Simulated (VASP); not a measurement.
# PbSe (Clausthalite) (Fm-3m) in VASP: notebook

PbSe (Clausthalite) is run at these levels: PBEsol, PBE-based screened hybrid; tasks: single point.

All numbers are computed with VASP 6.6.1; they aren't measurements. Logs are shortened: lines on timing, memory, paths and dates and some standing lists are left out, and cuts for length are marked.

**What was measured.**

A printed reference work, monograph reports, for a bulk crystal of PbSe at 300 K: band gap 0.28 eV (direct).

How close the calculation comes is told below.

## (1) The cell of the first run

Symmetry: Fm-3m, No. 225, cubic system. The conventional cell has a = 6.121 Å, b = 6.121 Å, c = 6.121 Å, α = 90.00°, β = 90.00°, γ = 90.00°. Within 4.0 Å of Pb (site symmetry m-3m) lie 6 Se at 3.06 Å. Within 4.0 Å of Se (site symmetry m-3m) lie 6 Pb at 3.06 Å.

## (2) Single point, PBEsol

INCAR reads:

```
SYSTEM = PbSe
PREC     = Accurate       ! precision mode
ENCUT    = 520            ! plane-wave cutoff, eV
EDIFF    = 1E-6           ! SCF threshold, eV
ISMEAR   = -1             ! smearing method
SIGMA    = 0.05           ! smearing width, eV
LREAL    = .False.        ! projectors in reciprocal space
LASPH    = .True.         ! aspherical terms in the spheres
NELM     = 60             ! most SCF steps
ALGO     = Normal         ! electronic algorithm
ISIF     = 2              ! what is computed and relaxed
LWAVE    = .False.        ! write WAVECAR
LCHARG   = .False.        ! write CHGCAR
GGA      = PS             ! functional
NBANDS   = 17             ! bands
```

KPOINTS reads:

```
regular mesh
0
Gamma
  6 6 6
  0 0 0
```

POSCAR reads:

```
PbSe
1.0
    0.0000000000      3.0606500000      3.0606500000
    3.0606500000      0.0000000000      3.0606500000
    3.0606500000      3.0606500000      0.0000000000
Pb Se
1 1
Direct
    0.0000000000      0.0000000000      0.0000000000
    0.5000000000      0.5000000000      0.5000000000
```

Potentials or basis: VASP PAW PBE potentials, release 64 (Pb_d, Se).

Started as:

```
$ cat potpaw_PBE.64/Pb_d/POTCAR potpaw_PBE.64/Se/POTCAR > POTCAR
$ mpirun -np 1 vasp_std > vasp.out
```

OUTCAR:

```text
SYSTEM = PbSe
   PREC = Accurate
   ENCUT = 520
   EDIFF = 1E-6
   ISMEAR = -1
   LREAL = .False.
   LASPH = .True.
   NELM = 60
   ISIF = 2
   GGA = PS

 ion  position               nearest neighbor table
   1  0.000  0.000  0.000-   2 3.06   2 3.06   2 3.06   2 3.06   2 3.06   2 3.06
   2  0.500  0.500  0.500-   1 3.06   1 3.06   1 3.06   1 3.06   1 3.06   1 3.06

  LATTYP: Found a face centered cubic cell.
 ALAT       =     6.1213000000

  Lattice vectors:

 A1 = (   0.0000000000,   3.0606500000,   3.0606500000)
 A2 = (   3.0606500000,   0.0000000000,   3.0606500000)
 A3 = (   3.0606500000,   3.0606500000,   0.0000000000)

Analysis of symmetry for initial positions (statically):
=====================================================================
 Subroutine PRICEL returns:
 Original cell was already a primitive cell.

 Routine SETGRP: Setting up the symmetry group for a
 face centered cubic supercell.

 Subroutine GETGRP returns: Found 48 space group operations
 (whereof 48 operations were pure point group operations)
 out of a pool of 48 trial point group operations.

The static configuration has the point symmetry O_h .

Analysis of symmetry for dynamics (positions and initial velocities):
=====================================================================
 Subroutine PRICEL returns:
 Original cell was already a primitive cell.

 Routine SETGRP: Setting up the symmetry group for a
 face centered cubic supercell.

 Subroutine GETGRP returns: Found 48 space group operations
 (whereof 48 operations were pure point group operations)
 out of a pool of 48 trial point group operations.

The dynamic configuration has the point symmetry O_h .

 Subroutine INISYM returns: Found 48 space group operations
 (whereof 48 operations are pure point group operations),
 and found     1 'primitive' translations

----------------------------------------------------------------------------------------

                                     Primitive cell

  volume of cell :      57.3418

  direct lattice vectors                    reciprocal lattice vectors
     0.000000000  3.060650000  3.060650000    -0.163363991  0.163363991  0.163363991
     3.060650000  0.000000000  3.060650000     0.163363991 -0.163363991  0.163363991
     3.060650000  3.060650000  0.000000000     0.163363991  0.163363991 -0.163363991

  length of vectors
     4.328412740  4.328412740  4.328412740     0.282954733  0.282954733  0.282954733

  position of ions in fractional coordinates (direct lattice)
     0.000000000  0.000000000  0.000000000
     0.500000000  0.500000000  0.500000000

  ion indices of the primitive-cell ions
   primitive index   ion index
                 1           1
                 2           2

----------------------------------------------------------------------------------------

 KPOINTS: regular mesh

Automatic generation of k-mesh.
 Grid dimensions read from file:
 generate k-points for:    6    6    6

 Generating k-lattice:

  Cartesian coordinates                     Fractional coordinates (reciprocal lattice)
    -0.027227332  0.027227332  0.027227332     0.166666667  0.000000000  0.000000000
     0.027227332 -0.027227332  0.027227332     0.000000000  0.166666667  0.000000000
     0.027227332  0.027227332 -0.027227332     0.000000000  0.000000000  0.166666667

  Length of vectors
     0.047159122  0.047159122  0.047159122

  Shift w.r.t. Gamma in fractional coordinates (k-lattice)
     0.000000000  0.000000000  0.000000000

 Subroutine IBZKPT returns following result:
 ===========================================

 Found     16 irreducible k-points:

 Following reciprocal coordinates:
            Coordinates               Weight
  0.000000  0.000000  0.000000      1.000000
  0.166667  0.000000  0.000000      8.000000
  0.333333  0.000000  0.000000      8.000000
  0.500000  0.000000  0.000000      4.000000
  0.166667  0.166667  0.000000      6.000000
  0.333333  0.166667  0.000000     24.000000
[... 8 lines left out ...]
 -0.333333  0.333333  0.166667     24.000000
 -0.333333  0.500000  0.166667     12.000000
   k-points           NKPTS =     16   k-points in BZ     NKDIM =     16   number of bands    NBANDS=     17
   number of dos      NEDOS =    301   number of ions     NIONS =      2
   total plane-waves  NPLWV =  32768
   dimension x,y,z NGX =    32 NGY =   32 NGZ =   32
   dimension x,y,z NGXF=    64 NGYF=   64 NGZF=   64
   ions per type =               1   1
   NGX,Y,Z   is equivalent  to a cutoff of  12.29, 12.29, 12.29 a.u.
   NGXF,Y,Z  is equivalent  to a cutoff of  24.58, 24.58, 24.58 a.u.
 SYSTEM =  PbSe
   PREC   = accura    normal or accurate (medium, high low for compatibility)
   ISTART =      0    job   : 0-new  1-cont  2-samecut
   ICHARG =      2    charge: 1-file 2-atom 10-const
   ISPIN  =      1    spin polarized calculation?
   LNONCOLLINEAR =      F non collinear calculations
   LSORBIT =      F    spin-orbit coupling
   LASPH  =      T    aspherical Exc in radial PAW
   ENCUT  =  520.0 eV  38.22 Ry    6.18 a.u.   8.05  8.05  8.05*2*pi/ulx,y,z
   NELM   =     60;   NELMIN=  2; NELMDL= -5     # of ELM steps
   EDIFF  = 0.1E-05   stopping-criterion for ELM
   LREAL  =      F    real-space projection
   EDIFFG = 0.1E-04   stopping-criterion for IOM
   NSW    =      0    number of steps for IOM
   IBRION =     -1    ionic relax: 0-MD 1-quasi-New 2-CG
   NFREE  =      0    steps in history (QN), initial steepest desc. (CG)
   ISIF   =      2    stress and relaxation
   ISYM   =      2    0-nonsym 1-usesym 2-fastsym
   POTIM  = 0.5000    time-step for ionic-motion
   TEBEG  =    0.0;   TEEND  =   0.0 temperature during run
   PSTRESS=    0.0 pullay stress
   NELECT =      20.0000    total number of electrons
   NUPDOWN=      -1.0000    fix difference up-down
   EMIN   =  10.00;   EMAX   =-10.00  energy-range for DOS
   EFERMI =   0.00;   METHOD = LEGACY
   ISMEAR =    -1;   SIGMA  =   0.05  broadening in eV -4-tet -1-fermi 0-gaus
   EFERMI_NEDOS =   21; number of points for ismear=-14 and -15
   IALGO  =     38    algorithm
   IMIX   =      4    mixing-type and parameters
     AMIX     =   0.40;   BMIX     =  1.00
     AMIX_MAG =   1.60;   BMIX_MAG =  1.00
  volume/ion in A,a.u.               =      28.67       193.48
  Fermi-wavevector in a.u.,A,eV,Ry     =   1.152377  2.177676 18.068159  1.327972
  Thomas-Fermi vector in A             =   2.289028
   LORBIT       =      0    0 simple, 1 ext, 2 COOP (PROOUT), +10 PAW based schemes
   GGA     = PS    functional components
   LHFCALC =     F    Hartree Fock is set to
   AEXX    =    0.0000 exact exchange contribution
   IVDW    =     0    specifies the selected vdW correction
   LEPSILON=     F    determine dielectric tensor
   LRPA    =     F    only Hartree local field effects (RPA)
 non-spin polarized calculation
  energy-cutoff  :      520.00
  volume of cell :       57.34
 maximum number of plane-waves:      1572
   NGX = 17   NGY = 17   NGZ = 17

 number of electron      20.0000000 magnetization

 Free energy of the ion-electron system (eV)
  ---------------------------------------------------
  ext. energy  EPLUGINS =         0.00000000
  ---------------------------------------------------
  free energy    TOTEN  =        -8.92078442 eV

  energy without entropy =       -8.91947116  energy(sigma->0) =       -8.92012779

 E-fermi :   5.0084     XC(G=0):  -9.7209

 val. band max:        4.9057621718   @ k =   0.5000   0.0000   0.0000
 cond. band min:       5.1109390182   @ k =   0.5000   0.0000   0.0000
 fundamental gap:      0.2051768463
 Fermi energy:         5.0083519197

 k-point     1 :       0.0000    0.0000    0.0000
  band No.  band energies     occupation
      1     -11.8354      2.00000
      2     -11.8354      2.00000
      3     -11.8354      2.00000
      4     -11.8340      2.00000
      5     -11.8340      2.00000
      6      -8.7012      2.00000
[... 9 lines left out ...]
     16      11.3574      0.00000
     17      12.9109      0.00000

 k-point     2 :       0.1667    0.0000    0.0000
  band No.  band energies     occupation
      1     -11.8406      2.00000
      2     -11.8406      2.00000
      3     -11.8345      2.00000
      4     -11.8268      2.00000
      5     -11.8268      2.00000
      6      -8.4926      2.00000
[... 9 lines left out ...]
     16      11.9394      0.00000
     17      14.6685      0.00000

 k-point     3 :       0.3333    0.0000    0.0000
  band No.  band energies     occupation
      1     -11.8530      2.00000
      2     -11.8530      2.00000
      3     -11.8332      2.00000
      4     -11.8099      2.00000
      5     -11.8099      2.00000
      6      -7.9745      2.00000
[... 9 lines left out ...]
     16      13.4006      0.00000
     17      16.6159      0.00000

 k-point     4 :       0.5000    0.0000    0.0000
  band No.  band energies     occupation
      1     -11.8592      2.00000
      2     -11.8592      2.00000
      3     -11.8326      2.00000
      4     -11.8015      2.00000
      5     -11.8015      2.00000
      6      -7.6255      2.00000
[... 9 lines left out ...]
     16      15.0340      0.00000
     17      15.0340      0.00000
[... 183 lines left out ...]
      1     -11.9014      2.00000
      2     -11.8370      2.00000
      3     -11.8359      2.00000
      4     -11.8070      2.00000
      5     -11.8021      2.00000
      6      -7.5733      2.00000
[... 9 lines left out ...]
     16      15.0990      0.00000
     17      15.4412      0.00000

 k-point    15 :      -0.3333    0.3333    0.1667
  band No.  band energies     occupation
      1     -11.9108      2.00000
      2     -11.8407      2.00000
      3     -11.8225      2.00000
      4     -11.8190      2.00000
      5     -11.7953      2.00000
      6      -7.3266      2.00000
[... 9 lines left out ...]
     16      16.2496      0.00000
     17      16.2673      0.00000

 k-point    16 :      -0.3333    0.5000    0.1667
  band No.  band energies     occupation
      1     -11.9397      2.00000
      2     -11.8388      2.00000
      3     -11.8282      2.00000
      4     -11.8065      2.00000
      5     -11.7896      2.00000
      6      -7.2273      2.00000
[... 9 lines left out ...]
     16      16.5363      0.00000
     17      17.5874      0.00000

------------------------ aborting loop because EDIFF is reached ----------------------------------------

  FORCE on cell =-STRESS in cart. coord.  units (eV):
  Direction    XX          YY          ZZ          XY          YZ          ZX
  --------------------------------------------------------------------------------------
  -------------------------------------------------------------------------------------
  Total       -0.2088179     -0.2088179     -0.2088179     -0.0000000     -0.0000000     -0.0000000
  in kB       -5.8345504     -5.8345504     -5.8345504     -0.0000000     -0.0000000     -0.0000000
  external PRESSURE =      -5.8345504 kB  Pullay stress =       0.0000000 kB

 VOLUME and BASIS-vectors are now :
 -----------------------------------------------------------------------------
  energy-cutoff  :      520.00
  volume of cell :       57.34
      direct lattice vectors                 reciprocal lattice vectors
     0.000000000  3.060650000  3.060650000    -0.163363991  0.163363991  0.163363991
     3.060650000  0.000000000  3.060650000     0.163363991 -0.163363991  0.163363991
     3.060650000  3.060650000  0.000000000     0.163363991  0.163363991 -0.163363991

 POSITION                                       TOTAL-FORCE (eV/Angst)
 -----------------------------------------------------------------------------------
      0.00000      0.00000      0.00000         0.000000      0.000000     -0.000000
      3.06065      3.06065      3.06065         0.000000     -0.000000      0.000000
 -----------------------------------------------------------------------------------
    total drift:                                0.000000     -0.000000     -0.000000

  FREE ENERGIE OF THE ION-ELECTRON SYSTEM (eV)
  ---------------------------------------------------
  free  energy   TOTEN  =        -8.9207844192 eV

  energy  without entropy=       -8.9194711633  energy(sigma->0) =       -8.92012779
```

It took 11 s on 1 thread of Intel Xeon 6975P-C, shared host; peak memory 0.18 GiB.

What came out:

```yaml
Free_energy: -8.9208 eV
Pressure: -0.6 GPa
Band_gap_on_the_k_mesh: 0.21 eV, direct
```

Caveat: the PAW data sets were made with another functional, which shifts forces and pressure a little; spin-orbit coupling is left out, which moves the levels of the heavy elements.

## (3) Single point, PBE-based screened hybrid

This run uses another cell than the first one, of 29.24 Å³/atom, 1.020 times its volume.

POSCAR reads:

```
PbSe
1.0
    0.0000000000      3.0809197960      3.0809197960
    3.0809197960      0.0000000000      3.0809197960
    3.0809197960      3.0809197960      0.0000000000
Pb Se
1 1
Direct
    0.0000000000      0.0000000000      0.0000000000
    0.5000000000      0.5000000000      0.5000000000
```

INCAR.step1 reads:

```
SYSTEM = PbSe
PREC = Accurate
ENCUT = 520
EDIFF = 1E-5
ISMEAR = -1
SIGMA = 0.05
LREAL = .False.
LASPH = .True.
NELM = 100
ALGO = Normal
ISIF = 2
LWAVE = .True.
LCHARG = .False.
NBANDS = 17
GGA = PE
```

INCAR.step2 reads:

```
SYSTEM = PbSe
PREC = Accurate
ENCUT = 520
EDIFF = 1E-6
ISMEAR = -1
SIGMA = 0.05
LREAL = .False.
LASPH = .True.
NELM = 100
ALGO = Normal
ISIF = 2
LWAVE = .False.
LCHARG = .False.
GGA = PE
LHFCALC = .True.
AEXX = 0.25
HFSCREEN = 0.3
PRECFOCK = Normal
NBANDS = 17
ISTART = 1
```

KPOINTS reads:

```
regular mesh
0
Gamma
  4 4 4
  0 0 0
```

Potentials or basis: VASP PAW PBE potentials, release 64 (Pb_d, Se).

Started as:

```
$ cat potpaw_PBE.64/Pb_d/POTCAR potpaw_PBE.64/Se/POTCAR > POTCAR
$ cp INCAR.step1 INCAR
$ mpirun -np 1 vasp_std > vasp.out
$ cp INCAR.step2 INCAR
$ mpirun -np 1 vasp_std > vasp.out
```

OUTCAR:

```text
SYSTEM = PbSe
   PREC = Accurate
   ENCUT = 520
   EDIFF = 1E-6
   ISMEAR = -1
   LREAL = .False.
   LASPH = .True.
   NELM = 100
   ISIF = 2
   GGA = PE
   LHFCALC = .True.
   AEXX = 0.25
   HFSCREEN = 0.3
   PRECFOCK = Normal
   ISTART = 1

 ion  position               nearest neighbor table
   1  0.000  0.000  0.000-   2 3.08   2 3.08   2 3.08   2 3.08   2 3.08   2 3.08
   2  0.500  0.500  0.500-   1 3.08   1 3.08   1 3.08   1 3.08   1 3.08   1 3.08

[... 339 lines left out ...]

------------------------ aborting loop because EDIFF is reached ----------------------------------------

  FORCE on cell =-STRESS in cart. coord.  units (eV):
  Direction    XX          YY          ZZ          XY          YZ          ZX
  --------------------------------------------------------------------------------------
  -------------------------------------------------------------------------------------
  Total        0.0955134      0.0955134      0.0955134     -0.0000000     -0.0000000      0.0000000
  in kB        2.6163968      2.6163968      2.6163968     -0.0000000     -0.0000000      0.0000000
  external PRESSURE =       2.6163968 kB  Pullay stress =       0.0000000 kB

 VOLUME and BASIS-vectors are now :
 -----------------------------------------------------------------------------
  energy-cutoff  :      520.00
  volume of cell :       58.49
      direct lattice vectors                 reciprocal lattice vectors
     0.000000000  3.080919796  3.080919796    -0.162289197  0.162289197  0.162289197
     3.080919796  0.000000000  3.080919796     0.162289197 -0.162289197  0.162289197
     3.080919796  3.080919796  0.000000000     0.162289197  0.162289197 -0.162289197

 POSITION                                       TOTAL-FORCE (eV/Angst)
 -----------------------------------------------------------------------------------
      0.00000      0.00000      0.00000         0.000000     -0.000000     -0.000000
      3.08092      3.08092      3.08092        -0.000000      0.000000      0.000000
 -----------------------------------------------------------------------------------
    total drift:                               -0.000001     -0.000003     -0.000001

  FREE ENERGIE OF THE ION-ELECTRON SYSTEM (eV)
  ---------------------------------------------------
  free  energy   TOTEN  =        -9.4093120044 eV

  energy  without entropy=       -9.4091818356  energy(sigma->0) =       -9.40924692
```

OUTCAR.step1:

```text
SYSTEM = PbSe
   PREC = Accurate
   ENCUT = 520
   EDIFF = 1E-5
   ISMEAR = -1
   LREAL = .False.
[... 362 lines left out ...]
      0.00000      0.00000      0.00000         0.000000      0.000000     -0.000000
      3.08092      3.08092      3.08092        -0.000000      0.000000      0.000000
 -----------------------------------------------------------------------------------
    total drift:                                0.000000     -0.000000     -0.000000

  FREE ENERGIE OF THE ION-ELECTRON SYSTEM (eV)
  ---------------------------------------------------
  free  energy   TOTEN  =        -8.1825051140 eV

  energy  without entropy=       -8.1809320922  energy(sigma->0) =       -8.18171860
```

OSZICAR.step1:

```text
N       E                     dE             d eps       ncg     rms          rms(c)
DAV:   1     0.159216228727E+03    0.15922E+03   -0.92494E+03   272   0.116E+03
DAV:   2     0.359687687046E+01   -0.15562E+03   -0.14966E+03   272   0.320E+02
DAV:   3    -0.820916001986E+01   -0.11806E+02   -0.11724E+02   361   0.918E+01
DAV:   4    -0.847421045210E+01   -0.26505E+00   -0.26494E+00   320   0.157E+01
DAV:   5    -0.848402328438E+01   -0.98128E-02   -0.98126E-02   445   0.286E+00    0.273E+00
DAV:   6    -0.818412501424E+01    0.29990E+00   -0.78144E-01   401   0.580E+00    0.153E+00
DAV:   7    -0.817964560683E+01    0.44794E-02   -0.11899E-01   358   0.164E+00    0.863E-01
DAV:   8    -0.818294854897E+01   -0.33029E-02   -0.13873E-02   329   0.124E+00    0.193E-01
DAV:   9    -0.818242449970E+01    0.52405E-03   -0.32178E-03   413   0.512E-01    0.520E-02
DAV:  10    -0.818249818134E+01   -0.73682E-04   -0.26065E-04   331   0.891E-02    0.172E-02
DAV:  11    -0.818250511400E+01   -0.69327E-05   -0.39810E-05   360   0.604E-02
   1 F= -.81825051E+01 E0= -.81817186E+01  d E =-.157302E-02
```

Run time: 9.3 min. Hardware: 1 thread of Intel Xeon 6975P-C (Granite Rapids), shared host; peak memory 0.29 GiB.

Results:

```yaml
Free_energy: -9.4093 eV
Pressure: 0.3 GPa
Band_gap_on_the_k_mesh: 0.66 eV, direct
```

Levels at points of the mesh, in eV from the valence-band top:
| k point | band 8 | band 9 | band 10 | band 11 | band 12 | band 13 |
| --- | --- | --- | --- | --- | --- | --- |
| (0.00, 0.00, 0.00) | -2.03 | -2.03 | -2.03 | 5.27 | 5.27 | 5.27 |
| (0.50, 0.00, 0.00) | -1.64 | -1.64 | 0.00 | 0.66 | 2.10 | 2.10 |
| (0.50, 0.50, 0.00) | -5.29 | -3.45 | -3.45 | 4.12 | 6.20 | 6.20 |

Caveat: the k points lie up to 0.44 Å⁻¹ apart; the PAW data sets were made with another functional, which shifts forces and pressure a little; spin-orbit coupling is left out, which moves the levels of the heavy elements. A k mesh can miss the band edges.

[end of part 1 of 2]
